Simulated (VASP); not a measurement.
# MgS (Fm-3m) in VASP: further runs

The runs below take MgS through relaxation of cell and atoms, with PBE.

Everything below comes from runs of VASP 6.6.1. Logs are shortened: lines on timing, memory, paths and dates and some standing lists are left out, and cuts for length are marked.

### 1 Starting point

Symmetry: Fm-3m, No. 225, cubic system. The conventional cell has a = 5.203 Å, b = 5.203 Å, c = 5.203 Å, α = 90.00°, β = 90.00°, γ = 90.00°. Mg (site symmetry m-3m) is surrounded by 6 S at 2.60 Å. S (site symmetry m-3m) has 6 Mg at 2.60 Å as nearest neighbours.

### 2 Relaxation of cell and atoms, PBE

INCAR

```
PREC = Accurate ; ENCUT = 520
EDIFF = 1E-6 ; ISMEAR = 0
SIGMA = 0.1 ; LREAL = F
LASPH = T ; NELM = 120
ALGO = Normal ; ISIF = 3
LWAVE = F ; LCHARG = F
GGA = PE ; IBRION = 2
NSW = 90 ; EDIFFG = -0.01
```

KPOINTS

```
Automatic mesh
0
Gamma
  9 9 9
```

POSCAR

```
MgS
1.0
    0.0000000000      2.6016500000      2.6016500000
    2.6016500000      0.0000000000      2.6016500000
    2.6016500000      2.6016500000      0.0000000000
Mg S
1 1
Direct
    0.0000000000      0.0000000000      0.0000000000
    0.5000000000      0.5000000000      0.5000000000
```

Potentials or basis: VASP PAW PBE potentials, release 64 (Mg, S).

Command:

```bash
$ cat potpaw_PBE.64/Mg/POTCAR potpaw_PBE.64/S/POTCAR > POTCAR
$ mpirun -np 1 vasp_std > vasp.out
```

OUTCAR:

```text
PREC = Accurate
   ENCUT = 520
   EDIFF = 1E-6
   ISMEAR = 0
   LREAL = F
   LASPH = T
   NELM = 120
   ISIF = 3
   GGA = PE
   IBRION = 2
   NSW = 90
   EDIFFG = -0.01

 ion  position               nearest neighbor table
   1  0.000  0.000  0.000-   2 2.60   2 2.60   2 2.60   2 2.60   2 2.60   2 2.60
   2  0.500  0.500  0.500-   1 2.60   1 2.60   1 2.60   1 2.60   1 2.60   1 2.60

  LATTYP: Found a face centered cubic cell.
 ALAT       =     5.2033000000

  Lattice vectors:

 A1 = (   0.0000000000,   2.6016500000,   2.6016500000)
 A2 = (   2.6016500000,   0.0000000000,   2.6016500000)
 A3 = (   2.6016500000,   2.6016500000,   0.0000000000)

Analysis of symmetry for initial positions (statically):
=====================================================================
 Subroutine PRICEL returns:
 Original cell was already a primitive cell.

 Routine SETGRP: Setting up the symmetry group for a
 face centered cubic supercell.

 Subroutine GETGRP returns: Found 48 space group operations
 (whereof 48 operations were pure point group operations)
 out of a pool of 48 trial point group operations.

The static configuration has the point symmetry O_h .

Analysis of symmetry for dynamics (positions and initial velocities):
=====================================================================
 Subroutine PRICEL returns:
 Original cell was already a primitive cell.

 Routine SETGRP: Setting up the symmetry group for a
 face centered cubic supercell.

 Subroutine GETGRP returns: Found 48 space group operations
 (whereof 48 operations were pure point group operations)
 out of a pool of 48 trial point group operations.

The dynamic configuration has the point symmetry O_h .

 Subroutine INISYM returns: Found 48 space group operations
 (whereof 48 operations are pure point group operations),
 and found     1 'primitive' translations

----------------------------------------------------------------------------------------

                                     Primitive cell

  volume of cell :      35.2190

  direct lattice vectors                    reciprocal lattice vectors
     0.000000000  2.601650000  2.601650000    -0.192185728  0.192185728  0.192185728
     2.601650000  0.000000000  2.601650000     0.192185728 -0.192185728  0.192185728
     2.601650000  2.601650000  0.000000000     0.192185728  0.192185728 -0.192185728

  length of vectors
     3.679288715  3.679288715  3.679288715     0.332875446  0.332875446  0.332875446

  position of ions in fractional coordinates (direct lattice)
     0.000000000  0.000000000  0.000000000
     0.500000000  0.500000000  0.500000000

  ion indices of the primitive-cell ions
   primitive index   ion index
                 1           1
                 2           2

----------------------------------------------------------------------------------------

 KPOINTS: Automatic mesh

Automatic generation of k-mesh.
 Grid dimensions read from file:
 generate k-points for:    9    9    9

 Generating k-lattice:

  Cartesian coordinates                     Fractional coordinates (reciprocal lattice)
    -0.021353970  0.021353970  0.021353970     0.111111111  0.000000000  0.000000000
     0.021353970 -0.021353970  0.021353970     0.000000000  0.111111111  0.000000000
     0.021353970  0.021353970 -0.021353970     0.000000000  0.000000000  0.111111111

  Length of vectors
     0.036986161  0.036986161  0.036986161

  Shift w.r.t. Gamma in fractional coordinates (k-lattice)
     0.000000000  0.000000000  0.000000000

 Subroutine IBZKPT returns following result:
 ===========================================

 Found     35 irreducible k-points:

 Following reciprocal coordinates:
            Coordinates               Weight
  0.000000  0.000000  0.000000      1.000000
  0.111111  0.000000  0.000000      8.000000
  0.222222  0.000000  0.000000      8.000000
  0.333333  0.000000  0.000000      8.000000
  0.444444  0.000000  0.000000      8.000000
  0.111111  0.111111  0.000000      6.000000
[... 16 lines left out ...]
 -0.333333  0.333333  0.000000     12.000000
  0.444444  0.444444  0.000000      6.000000
 [... further k-points ...]
   k-points           NKPTS =     35   k-points in BZ     NKDIM =     35   number of bands    NBANDS=      8
   number of dos      NEDOS =    301   number of ions     NIONS =      2
   total plane-waves  NPLWV =  21952
   dimension x,y,z NGX =    28 NGY =   28 NGZ =   28
   dimension x,y,z NGXF=    56 NGYF=   56 NGZF=   56
   ions per type =               1   1
   NGX,Y,Z   is equivalent  to a cutoff of  12.65, 12.65, 12.65 a.u.
   NGXF,Y,Z  is equivalent  to a cutoff of  25.30, 25.30, 25.30 a.u.
 SYSTEM =  unknown system
   PREC   = accura    normal or accurate (medium, high low for compatibility)
   ISTART =      0    job   : 0-new  1-cont  2-samecut
   ICHARG =      2    charge: 1-file 2-atom 10-const
   ISPIN  =      1    spin polarized calculation?
   LNONCOLLINEAR =      F non collinear calculations
   LSORBIT =      F    spin-orbit coupling
   LASPH  =      T    aspherical Exc in radial PAW
   ENCUT  =  520.0 eV  38.22 Ry    6.18 a.u.   6.84  6.84  6.84*2*pi/ulx,y,z
   NELM   =    120;   NELMIN=  2; NELMDL= -5     # of ELM steps
   EDIFF  = 0.1E-05   stopping-criterion for ELM
   LREAL  =      F    real-space projection
   EDIFFG = -.1E-01   stopping-criterion for IOM
   NSW    =     90    number of steps for IOM
   IBRION =      2    ionic relax: 0-MD 1-quasi-New 2-CG
   NFREE  =      1    steps in history (QN), initial steepest desc. (CG)
   ISIF   =      3    stress and relaxation
   ISYM   =      2    0-nonsym 1-usesym 2-fastsym
   POTIM  = 0.5000    time-step for ionic-motion
   TEBEG  =    0.0;   TEEND  =   0.0 temperature during run
   PSTRESS=    0.0 pullay stress
   NELECT =       8.0000    total number of electrons
   NUPDOWN=      -1.0000    fix difference up-down
   EMIN   =  10.00;   EMAX   =-10.00  energy-range for DOS
   EFERMI =   0.00;   METHOD = LEGACY
   ISMEAR =     0;   SIGMA  =   0.10  broadening in eV -4-tet -1-fermi 0-gaus
   EFERMI_NEDOS =   21; number of points for ismear=-14 and -15
   IALGO  =     38    algorithm
   IMIX   =      4    mixing-type and parameters
     AMIX     =   0.40;   BMIX     =  1.00
     AMIX_MAG =   1.60;   BMIX_MAG =  1.00
  volume/ion in A,a.u.               =      17.61       118.83
  Fermi-wavevector in a.u.,A,eV,Ry     =   0.998878  1.887606 13.575323  0.997758
  Thomas-Fermi vector in A             =   2.131131
   LORBIT       =      0    0 simple, 1 ext, 2 COOP (PROOUT), +10 PAW based schemes
   GGA     = PE    functional components
   LHFCALC =     F    Hartree Fock is set to
   AEXX    =    0.0000 exact exchange contribution
   IVDW    =     0    specifies the selected vdW correction
   LEPSILON=     F    determine dielectric tensor
   LRPA    =     F    only Hartree local field effects (RPA)
 conjugate gradient relaxation of ions
 non-spin polarized calculation
 Gauss-broadening in eV      SIGMA  =   0.10
  energy-cutoff  :      520.00
  volume of cell :       35.22
 maximum number of plane-waves:       958
   NGX = 13   NGY = 13   NGZ = 13

--------------------------------------- Ionic step        1  -------------------------------------------

 number of electron       8.0000000 magnetization

 Free energy of the ion-electron system (eV)
  ---------------------------------------------------
  ext. energy  EPLUGINS =         0.00000000
  ---------------------------------------------------
  free energy    TOTEN  =        -8.50202854 eV

  energy without entropy =       -8.50202854  energy(sigma->0) =       -8.50202854

------------------------ aborting loop because EDIFF is reached ----------------------------------------

  FORCE on cell =-STRESS in cart. coord.  units (eV):
  Direction    XX          YY          ZZ          XY          YZ          ZX
  --------------------------------------------------------------------------------------
  -------------------------------------------------------------------------------------
  Total        0.1897161      0.1897161      0.1897161      0.0000000      0.0000000      0.0000000
  in kB        8.6305434      8.6305434      8.6305434      0.0000000      0.0000000      0.0000000
  external PRESSURE =       8.6305434 kB  Pullay stress =       0.0000000 kB
[... 57 lines left out ...]
  energy  without entropy=       -8.5030316957  energy(sigma->0) =       -8.50303170

--------------------------------------- Ionic step        3  -------------------------------------------

 number of electron       8.0000000 magnetization

 Free energy of the ion-electron system (eV)
  ---------------------------------------------------
  ext. energy  EPLUGINS =         0.00000000
  ---------------------------------------------------
  free energy    TOTEN  =        -8.50308172 eV

  energy without entropy =       -8.50308172  energy(sigma->0) =       -8.50308172

 E-fermi :   4.0321     XC(G=0):  -9.6422

 val. band max:        3.6255311898   @ k =   0.0000   0.0000   0.0000
 cond. band min:       6.5063013118   @ k =   0.4444   0.4444   0.0000
 fundamental gap:      2.8807701219
 Fermi energy:         4.0320883292

 k-point     1 :       0.0000    0.0000    0.0000
  band No.  band energies     occupation
      1      -8.9779      2.00000
      2       3.6255      2.00000
      3       3.6255      2.00000
      4       3.6255      2.00000
      5       7.2484      0.00000
      6      11.5871      0.00000
      7      11.5871      0.00000
      8      11.5871      0.00000
[... 243 lines left out ...]
 k-point    24 :       0.4444    0.4444    0.0000
  band No.  band energies     occupation
      1      -7.4026      2.00000
      2      -0.4159      2.00000
      3       2.0064      2.00000
      4       2.0064      2.00000
      5       6.5063      0.00000
      6       8.1169      0.00000
      7      15.1646      0.00000
      8      16.2977      0.00000

 [... further k-points ...]

------------------------ aborting loop because EDIFF is reached ----------------------------------------

  FORCE on cell =-STRESS in cart. coord.  units (eV):
  Direction    XX          YY          ZZ          XY          YZ          ZX
  --------------------------------------------------------------------------------------
  -------------------------------------------------------------------------------------
  Total        0.0003923      0.0003923      0.0003923      0.0000000      0.0000000      0.0000000
  in kB        0.0176470      0.0176470      0.0176470      0.0000000      0.0000000      0.0000000
  external PRESSURE =       0.0176470 kB  Pullay stress =       0.0000000 kB
[... 17 lines left out ...]
  FREE ENERGIE OF THE ION-ELECTRON SYSTEM (eV)
  ---------------------------------------------------
  free  energy   TOTEN  =        -8.5030817211 eV

  energy  without entropy=       -8.5030817210  energy(sigma->0) =       -8.50308172

 reached required accuracy - stopping structural energy minimisation
```

It took 24 s on 1 thread of Intel Xeon Platinum 8375C at 2.90GHz (Ice Lake), shared host; peak memory 0.16 GiB.

Results:

| Item | Value |
| --- | --- |
| Free energy | -8.5031 eV |
| Relaxed volume | 17.81 Å³/atom |
| Relaxed cell | a = 3.693 Å, b = 3.693 Å, c = 3.693 Å, α = 60.00°, β = 60.00°, γ = 60.00° |
| Space group after relaxing (to 0.05 Å) | Fm-3m (No. 225) |
| Energy gained by relaxing | 0.5 meV/atom |
| Ionic steps | 3 |
| Pressure after relaxing | 0.0 GPa |
| Band gap on the k mesh | 2.88 eV, indirect (least direct gap 3.62 eV) |

Step by step:
| step | energy change (eV) | largest force (eV/Å) | pressure (GPa) | volume (Å³) |
| --- | --- | --- | --- | --- |
| 1 | 0.0000 | 0.0000 | 0.86 | 35.22 |
| 2 | -0.0010 | 0.0000 | -0.19 | 35.70 |
| 3 | -0.0011 | 0.0000 | 0.00 | 35.62 |

Final structure:
```xyz
2
Lattice="0.0000 2.6114 2.6114 2.6114 0.0000 2.6114 2.6114 2.6114 0.0000" Properties=species:S:1:pos:R:3 pbc="T T T"
Mg    0.0000    0.0000    0.0000
S     2.6114    2.6114    2.6114
```

Levels at points of the mesh, in eV from the valence-band top:
| k point | band 2 | band 3 | band 4 | band 5 | band 6 | band 7 |
| --- | --- | --- | --- | --- | --- | --- |
| (0.00, 0.00, 0.00) | 0.00 | 0.00 | 0.00 | 3.62 | 7.96 | 7.96 |

Caveat: an odd mesh through Γ misses points on the zone boundary, where band edges often lie. Zero-point motion and thermal expansion aren't in these numbers.

### 3 Relaxation of cell and atoms, PBE

This run uses another cell than the first one, of 17.81 Å³/atom, 1.011 times its volume.

INCAR

```
PREC = Accurate ; ENCUT = 520
EDIFF = 1E-7 ; ISMEAR = 0
SIGMA = 0.1 ; LREAL = F
LASPH = T ; NELM = 120
ALGO = Normal ; ISIF = 3
LWAVE = F ; LCHARG = F
GGA = PE ; IBRION = 2
NSW = 60 ; EDIFFG = -0.005
POTIM = 0.3
```

KPOINTS is that of step 2.

POSCAR

```
MgS                                     
1.0
    0.0000000000      2.6113759742      2.6113759742
    2.6113759742     -0.0000000000      2.6113759742
    2.6113759742      2.6113759742      0.0000000000
  Mg              S             
     1     1
Direct
     0.0000000000000000    0.0000000000000000    0.0000000000000000
     0.5000000000000000    0.5000000000000000    0.5000000000000000
```

Potentials or basis: VASP PAW PBE potentials, release 64 (Mg, S).

Command:

```bash
$ cat potpaw_PBE.64/Mg/POTCAR potpaw_PBE.64/S/POTCAR > POTCAR
$ mpirun -np 1 vasp_std > vasp.out
```

OUTCAR:

```text
PREC = Accurate
   ENCUT = 520
   EDIFF = 1E-7
   ISMEAR = 0
   LREAL = F
   LASPH = T
   NELM = 120
   ISIF = 3
   GGA = PE
   IBRION = 2
   NSW = 60
   EDIFFG = -0.005
   POTIM = 0.3

 ion  position               nearest neighbor table
   1  0.000  0.000  0.000-   2 2.61   2 2.61   2 2.61   2 2.61   2 2.61   2 2.61
   2  0.500  0.500  0.500-   1 2.61   1 2.61   1 2.61   1 2.61   1 2.61   1 2.61

  LATTYP: Found a face centered cubic cell.
 ALAT       =     5.2227519484

  Lattice vectors:

 A1 = (   0.0000000000,   2.6113759742,   2.6113759742)
 A2 = (   2.6113759742,   0.0000000000,   2.6113759742)
 A3 = (   2.6113759742,   2.6113759742,   0.0000000000)

Analysis of symmetry for initial positions (statically):
=====================================================================
 Subroutine PRICEL returns:
 Original cell was already a primitive cell.

 Routine SETGRP: Setting up the symmetry group for a
 face centered cubic supercell.

 Subroutine GETGRP returns: Found 48 space group operations
 (whereof 48 operations were pure point group operations)
 out of a pool of 48 trial point group operations.

The static configuration has the point symmetry O_h .

Analysis of symmetry for dynamics (positions and initial velocities):
=====================================================================
 Subroutine PRICEL returns:
 Original cell was already a primitive cell.

 Routine SETGRP: Setting up the symmetry group for a
 face centered cubic supercell.

 Subroutine GETGRP returns: Found 48 space group operations
 (whereof 48 operations were pure point group operations)
 out of a pool of 48 trial point group operations.

The dynamic configuration has the point symmetry O_h .

 Subroutine INISYM returns: Found 48 space group operations
 (whereof 48 operations are pure point group operations),
[... 119 lines left out ...]
  Thomas-Fermi vector in A             =   2.127159
   LORBIT       =      0    0 simple, 1 ext, 2 COOP (PROOUT), +10 PAW based schemes
   GGA     = PE    functional components
   LHFCALC =     F    Hartree Fock is set to
   AEXX    =    0.0000 exact exchange contribution
   IVDW    =     0    specifies the selected vdW correction
   LEPSILON=     F    determine dielectric tensor
   LRPA    =     F    only Hartree local field effects (RPA)
 conjugate gradient relaxation of ions
 non-spin polarized calculation
 Gauss-broadening in eV      SIGMA  =   0.10
  energy-cutoff  :      520.00
  volume of cell :       35.62
 maximum number of plane-waves:       969
   NGX = 13   NGY = 13   NGZ = 13

 number of electron       8.0000000 magnetization

 Free energy of the ion-electron system (eV)
  ---------------------------------------------------
  ext. energy  EPLUGINS =         0.00000000
  ---------------------------------------------------
  free energy    TOTEN  =        -8.50317337 eV

  energy without entropy =       -8.50317337  energy(sigma->0) =       -8.50317337

 E-fermi :   4.0321     XC(G=0):  -9.6422

 val. band max:        3.6257542076   @ k =   0.0000   0.0000   0.0000
 cond. band min:       6.5062413979   @ k =   0.4444   0.4444   0.0000
 fundamental gap:      2.8804871903
 Fermi energy:         4.0321496026

 k-point     1 :       0.0000    0.0000    0.0000
  band No.  band energies     occupation
      1      -8.9779      2.00000
      2       3.6258      2.00000
      3       3.6258      2.00000
      4       3.6258      2.00000
      5       7.2482      0.00000
      6      11.5873      0.00000
      7      11.5873      0.00000
      8      11.5873      0.00000
[... 243 lines left out ...]
 k-point    24 :       0.4444    0.4444    0.0000
  band No.  band energies     occupation
      1      -7.4027      2.00000
      2      -0.4157      2.00000
      3       2.0066      2.00000
      4       2.0066      2.00000
      5       6.5062      0.00000
      6       8.1170      0.00000
      7      15.1647      0.00000
      8      16.2979      0.00000

 [... further k-points ...]

------------------------ aborting loop because EDIFF is reached ----------------------------------------

  FORCE on cell =-STRESS in cart. coord.  units (eV):
  Direction    XX          YY          ZZ          XY          YZ          ZX
  --------------------------------------------------------------------------------------
  -------------------------------------------------------------------------------------
  Total        0.0015949      0.0015949      0.0015949     -0.0000000      0.0000000     -0.0000000
  in kB        0.0717483      0.0717483      0.0717483     -0.0000000      0.0000000     -0.0000000
  external PRESSURE =       0.0717483 kB  Pullay stress =       0.0000000 kB

 VOLUME and BASIS-vectors are now :
 -----------------------------------------------------------------------------
  energy-cutoff  :      520.00
  volume of cell :       35.62
      direct lattice vectors                 reciprocal lattice vectors
     0.000000000  2.611375974  2.611375974    -0.191469940  0.191469940  0.191469940
     2.611375974  0.000000000  2.611375974     0.191469940 -0.191469940  0.191469940
     2.611375974  2.611375974  0.000000000     0.191469940  0.191469940 -0.191469940

 POSITION                                       TOTAL-FORCE (eV/Angst)
 -----------------------------------------------------------------------------------
      0.00000      0.00000      0.00000         0.000000     -0.000000      0.000000
      2.61138      2.61138      2.61138        -0.000000      0.000000     -0.000000
 -----------------------------------------------------------------------------------
    total drift:                                0.000000      0.000000      0.000000

  FREE ENERGIE OF THE ION-ELECTRON SYSTEM (eV)
  ---------------------------------------------------
  free  energy   TOTEN  =        -8.5031733665 eV

  energy  without entropy=       -8.5031733665  energy(sigma->0) =       -8.50317337

 reached required accuracy - stopping structural energy minimisation
```

Run time: 15 s. Hardware: 1 thread of Intel Xeon Platinum 8375C at 2.90GHz (Ice Lake), shared host; peak memory 0.15 GiB.

What came out:

```
Free energy             : -8.5032 eV
Pressure after relaxing : 0.0 GPa
Band gap on the k mesh  : 2.88 eV, indirect (least direct gap 3.62 eV)
```

Final structure:
```
Mg S
1.0
     0.00000    2.61138    2.61138
     2.61138    0.00000    2.61138
     2.61138    2.61138    0.00000
Mg S
1 1
Direct
  0.00000 0.00000 0.00000
  0.50000 0.50000 0.50000
```

Caveat: the relaxation stopped at its first step, so nothing moved; an odd mesh through Γ misses points on the zone boundary, where band edges often lie. A hybrid or GW would open this gap; PBE tends to underestimate it.
